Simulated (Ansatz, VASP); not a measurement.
**K in VASP and in Ansatz**

File INCAR:

```
SYSTEM = K
ALGO = Normal
EDIFF = 1E-7
ENCUT = 520
GGA = CA
ISIF = 2
ISMEAR = 0
LASPH = .True.
LCHARG = .False.
LREAL = .False.
LWAVE = .False.
NBANDS = 10
NELM = 60
PREC = Accurate
SIGMA = 0.1
```

Contents of KPOINTS:

```
k-points
0
Gamma
  2 2 4
  0 0 0
```

The input POSCAR:

```
K
1.0
   10.0796055900      0.0000000000      0.0000000000
    0.0000000000     10.0796055900      0.0000000000
    0.0000000000      0.0000000000      4.3245983300
K
1
Direct
    0.0000000000      0.0000000000      0.0000000000
```

Input for Ansatz:

```yaml
crystal:
  lattice:
    - [10.07960559, 0.0, 0.0]
    - [0.0, 10.07960559, 0.0]
    - [0.0, 0.0, 4.32459833]
  atoms:
    - { symbol: K, position: [0.0, 0.0, 0.0] }
basis:
  ecutwfc: 420
kpoints:
  mp_grid: { grid: [2, 2, 4] }
hamiltonian:
  xc: lda
scf:
  occupations: { method: gaussian, width: 0.1 }
output:
  forces: true
  stress: true
  eigenvalues: true
```

This isn't the form of K at room conditions, which is bcc.

Alike in both runs: task single point; functional LDA; k mesh 2 × 2 × 4; occupations gaussian, width 0.1 eV; no spin polarisation.

```csv
,VASP,Ansatz
version,VASP 6.6.1,Ansatz 0.2.0
potentials or method,"VASP PAW LDA potentials, release 64 (K_sv)","scalar-relativistic, plane waves, PAW"
plane-wave cutoff (eV),520,420
valence electrons in the cell,9,9
```

|  | VASP | Ansatz | Ansatz less VASP |
| --- | --- | --- | --- |
| gap on the k mesh at the Fermi level (eV) | none | none | - |
| pressure (GPa) | 0.0 | 0.0 | 0.00 |

A gap of «none» marks a metal or a gap that the smearing closes.

Caveats: the k mesh is coarse (spacing up to 0.36 Å⁻¹), so the values aren't converged.
